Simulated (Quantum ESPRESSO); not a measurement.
CaO:

```
Ca O
1.0
     0.00000    2.40356    2.40356
     2.40356    0.00000    2.40356
     2.40356    2.40356    0.00000
Ca O
1 1
Direct
  0.99853 0.00049 0.99100
  0.47812 0.53743 0.51167
```

The cell is a database's computed one.

The cell isn't the ideal one: atoms moved at random, drawn with an rms of 0.1 Å.

| Quantity | Value |
| --- | --- |
| Program | Quantum ESPRESSO 7.5 |
| Task | relaxation of the atoms |
| Functional | rPW86PBE |
| Dispersion | rVV10 |
| Potentials or basis | SSSP 1.3 efficiency PBE |
| Cutoff | 748 eV |
| Density cutoff | 5987 eV |
| k mesh | 7 × 7 × 7 |
| Occupations | methfessel-paxton, width 0.2 eV |
| Spin | no spin polarisation |

At the start: volume 13.89 Å³/atom.

**Question.** Where does the relaxation end?

**Answer.** Over 4 steps the energy falls by 18.3 meV/atom; space group Fm-3m (No. 225, to 0.05 Å).

The path:
| step | energy change (eV) | largest force (eV/Å) |
| --- | --- | --- |
| 1 | 0.0000 | 0.5366 |
| 2 | -0.0077 | 0.4696 |
| 3 | -0.0359 | 0.0725 |
| 4 | -0.0367 | 0.0136 |

Final structure:
```yaml
crystal:
  lattice:
    - [0.00000, 2.40356, 2.40356]
    - [2.40356, 0.00000, 2.40356]
    - [2.40356, 2.40356, 0.00000]
  atoms:
    - { symbol: Ca, position: [0.98802, 0.01845, 0.00162] }
    - { symbol: O, position: [0.48863, 0.51947, 0.50104] }
```

Caveat: the potentials were made for another functional, which shifts forces and pressure; this smearing can shift energies of a crystal with a gap.
